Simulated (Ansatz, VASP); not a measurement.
**K in VASP and in Ansatz**

The input INCAR:

```
PREC = Accurate
ENCUT = 520
EDIFF = 1E-6
ISMEAR = -1
SIGMA = 0.1
LREAL = F
LASPH = T
NELM = 60
ALGO = Normal
ISIF = 2
LWAVE = F
LCHARG = T
GGA = PS
LELF = T
LVHAR = T
NBANDS = 10
```

KPOINTS

```
Automatic mesh
0
Gamma
  11 11 11
```

The input POSCAR:

```
K
1.0
    0.0000000000      2.7761970325      2.7761970325
    2.7761970325      0.0000000000      2.7761970325
    2.7761970325      2.7761970325      0.0000000000
K
1
Direct
    0.0000000000      0.0000000000      0.0000000000
```

Input for Ansatz:

```yaml
crystal:
  lattice:
    - [0.0, 2.7761970325, 2.7761970325]
    - [2.7761970325, 0.0, 2.7761970325]
    - [2.7761970325, 2.7761970325, 0.0]
  atoms:
    - { symbol: K, position: [0.0, 0.0, 0.0] }
kpoints:
  mp_grid: { grid: [11, 11, 11] }
scf:
  occupations: { method: fermi_dirac, width: 0.1 }
hamiltonian:
  xc: pbesol
  pseudopotentials: { kind: all_electron, lapw: { basis_error: 0.001 } }
output:
  forces: true
  stress: true
  eigenvalues: true
  populations: true
```

Change from the starting cell: volume scaled by 0.6, LAPW.

Alike in both runs: task single point; functional PBEsol; k mesh 11 × 11 × 11; occupations fermi-dirac, width 0.1 eV; no spin polarisation.

```csv
,VASP,Ansatz
version,VASP 6.6.1,Ansatz 0.2.0
potentials or method,"VASP PAW PBE potentials, release 64 (K_sv)","all-electron LAPW, scalar-relativistic"
plane-wave cutoff (eV),520,see its input
```

```csv
,VASP,Ansatz,Ansatz less VASP
pressure (GPa),4.8,4.8,+0.01
```

Ansatz ran all-electron here, so the differences hold the error of VASP's frozen core and of both bases.

Caveats: the PAW data sets were made with another functional, which shifts forces and pressure a little (VASP).
